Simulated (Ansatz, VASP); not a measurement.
# One calculation of W, two programs

The input INCAR:

```
SYSTEM = W
ALGO = Normal ; EDIFF = 1E-6
ENCUT = 520 ; GGA = PS
ISIF = 2 ; ISMEAR = 0
LASPH = .True. ; LCHARG = .False.
LREAL = .False. ; LWAVE = .False.
NBANDS = 13 ; NELM = 80
PREC = Accurate ; SIGMA = 0.15
```

KPOINTS

```
k-points
0
Gamma
  20 20 20
  0 0 0
```

The input POSCAR:

```
W
1.0
    0.0000000000      2.0300000000      2.0300000000
    2.0300000000      0.0000000000      2.0300000000
    2.0300000000      2.0300000000      0.0000000000
W
1
Direct
    0.0000000000      0.0000000000      0.0000000000
```

Input for Ansatz:

```yaml
crystal:
  lattice:
    - [0.0, 2.03, 2.03]
    - [2.03, 0.0, 2.03]
    - [2.03, 2.03, 0.0]
  atoms:
    - { symbol: W, position: [0.0, 0.0, 0.0] }
basis:
  ecutwfc: 420
kpoints:
  mp_grid: { grid: [20, 20, 20] }
hamiltonian:
  xc: pbesol
scf:
  occupations: { method: gaussian, width: 0.15 }
output:
  forces: true
  stress: true
  eigenvalues: true
  write_density: true
  write_potential: true
  elf: true
  volumetric_format: npy
```

This isn't the form of W at room conditions, which is bcc.

Alike in both runs: task single point; functional PBEsol; k mesh 20 × 20 × 20; occupations gaussian, width 0.15 eV; no spin polarisation.

|  | VASP | Ansatz |
| --- | --- | --- |
| version | VASP 6.6.1 | Ansatz 0.2.0 |
| potentials or method | VASP PAW PBE potentials, release 64 (W_sv) | scalar-relativistic, plane waves, PAW |
| plane-wave cutoff (eV) | 520 | 420 |
| valence electrons in the cell | 14 | 14 |

```tsv
	VASP	Ansatz	Ansatz less VASP
gap on the k mesh at the Fermi level (eV)	none	none	-
pressure (GPa)	-12.1	-12.6	-0.48
```

A gap of «none» marks a metal or a gap that the smearing closes. The functional is the same, so the differences come from potentials, cutoffs and numerics.

Caveats: the PAW data sets were made with another functional, which shifts forces and pressure a little (VASP). Spin-orbit coupling is left out, which matters for the levels of W.
